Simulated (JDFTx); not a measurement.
# BN under changes of volume

One of the cells (5.959 Å³/atom); the others are scaled copies at fixed shape and fractional positions:

```
N B
1.0
     0.00000    1.81300    1.81300
     1.81300    0.00000    1.81300
     1.81300    1.81300    0.00000
N B
1 1
Direct
  0.25000 0.25000 0.25000
  0.00000 0.00000 0.00000
```

The cell is a database's computed one.

* Program: JDFTx 1.7.0 (patched build)
* Functional: LDA
* Potentials or basis: PseudoDojo-SR-LDA-0.4.1-standard with smoothed tails
* Cutoff: 1143 eV
* Density cutoff: 9143 eV
* k mesh: 13 × 13 × 13
* Occupations: fermi-dirac, width 0.05 eV
* Spin: no spin polarisation

| volume (Å³/atom) | energy over the lowest point (meV/atom) | pressure (GPa) | gap on the mesh (eV) |
| --- | --- | --- | --- |
| 5.602 | 4.41 | 10.4 | 4.57 |
| 5.721 | 0.00 | 1.5 | 4.54 |
| 5.840 | 1.88 | -6.5 | 4.51 |
| 5.959 | ? | ? | ? |
| 6.078 | 22.29 | -20.5 | 4.45 |
| 6.198 | 39.82 | -26.6 | 4.42 |
| 6.317 | 61.64 | -32.1 | 4.39 |

Task: What does the run at 5.959 Å³/atom give?

Result: Energy over the lowest point 9.49 meV/atom; pressure -13.9 GPa; gap on the mesh 4.48 eV.

Worked out: A Birch-Murnaghan fit of order 3 (a polynomial in V^(-2/3)) to the other rows has its minimum at 5.74 Å³/atom with B0 = V·E''(V) = 401 GPa and B' = 3.7. It gives 9.48 meV/atom at 5.959 Å³/atom, against the run's 9.49, and -dE/dV = -13.8 GPa, against -13.9. A straight line through the other rows of the gap, of slope -1.5 eV per unit of ln V, gives 4.48 eV, against the run's 4.48.

Energies are extrapolated to zero smearing.

Caveats: an odd mesh through Γ misses points on the zone boundary, where band edges often lie; the cell as given lies far from equilibrium (some runs).
